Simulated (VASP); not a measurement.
Input of a VASP 6.6.1 run:

INCAR

```
PREC = Accurate
ENCUT = 520
EDIFF = 1E-7
ISMEAR = 0
SIGMA = 0.02
LREAL = F
LASPH = T
NELM = 60
ALGO = Normal
ISIF = 3
LWAVE = F
LCHARG = F
GGA = PS
IBRION = 2
NSW = 80
EDIFFG = -0.002
```

Contents of KPOINTS:

```
regular mesh
0
Gamma
  4 4 4
```

The input POSCAR:

```
AlN                                     
1.0
   -0.0000000000      2.0226535847      2.0226535847
    2.0226535847      0.0000000000      2.0226535847
    2.0226535847      2.0226535847     -0.0000000000
  Al              N             
     1     1
Direct
     0.5000000000000000    0.5000000000000000    0.5000000000000000
     0.0000000000000000    0.0000000000000000    0.0000000000000000
```

Potentials or basis: VASP PAW PBE potentials, release 64 (Al, N).

Launch:

```sh
$ cat potpaw_PBE.64/Al/POTCAR potpaw_PBE.64/N/POTCAR > POTCAR
$ mpirun -np 1 vasp_std > vasp.out
```

**Question.** What does it give for the band gap on the k mesh?

**Answer.** 4.49 eV, indirect (least direct gap 5.63 eV).

Final structure:
```
CELL_PARAMETERS angstrom
0.00000 2.02265 2.02265
2.02265 0.00000 2.02265
2.02265 2.02265 0.00000
ATOMIC_POSITIONS crystal
Al 0.50000 0.50000 0.50000
N 0.00000 0.00000 0.00000
```

Caveat: the k mesh is coarse (spacing up to 0.67 Å⁻¹), so the values aren't converged; the relaxation stopped at its first step, so nothing moved. A k mesh can miss the band edges.
